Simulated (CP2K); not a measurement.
Runs of CP2K 2026.2 on MgB2. It takes space group P6/mmm (No. 191, hexagonal). Conventional cell: a = 3.085 Å, b = 3.085 Å, c = 3.523 Å, α = 90.00°, β = 90.00°, γ = 120.00°. Around Mg (site symmetry 6/mmm) lie 12 B at 2.51 Å. B (site symmetry -6m2) has 3 B at 1.78 Å as nearest neighbours. 

```csv
level,smearing,EPS_DEFAULT,D3 from the s-dftd3 library (D3_REFERENCE_CODE),cutoff radius of the dispersion sum (A),gap on the mesh (eV),pressure (GPa)
RPBE+D3(BJ),fermi-dirac 0.05 eV,1.0E-9,yes,20,none,(a)
RPBE+D3,fermi-dirac 0.05 eV,1.0E-9,yes,20,none,-2.6
PBEsol,gaussian 0.02 eV,1.0E-10,-,-,none,-0.9
RPBE+D3(BJ)+ATM,fermi-dirac 0.05 eV,1.0E-9,yes,20,none,-19.8
RPBE+D4,fermi-dirac 0.05 eV,1.0E-9,-,20,none,(b)
RPBE,fermi-dirac 0.05 eV,1.0E-9,-,-,none,1.8
```

Alike in all rows: task single point; potentials or basis POTENTIAL_UZH Mg GTH-PBE-q10, B GTH-PBE-q3; TZVP-MOLOPT-PBE-GTH basis; no spin polarisation; cell as given; k mesh 10 × 10 × 8.

Problem. Estimate the missing entries.

Solution. (a) -20.4; (b) -6.8.

Caveats: the potentials were made for another functional, which shifts forces and pressure; the basis of atomic orbitals isn't converged, which shifts pressures, moduli and gaps; pairwise dispersion overbinds metals, which lowers pressure and volume (some runs).

A gap of «none» marks a metal or a gap under the smearing width.

Runs at the PBE level aren't shown here.
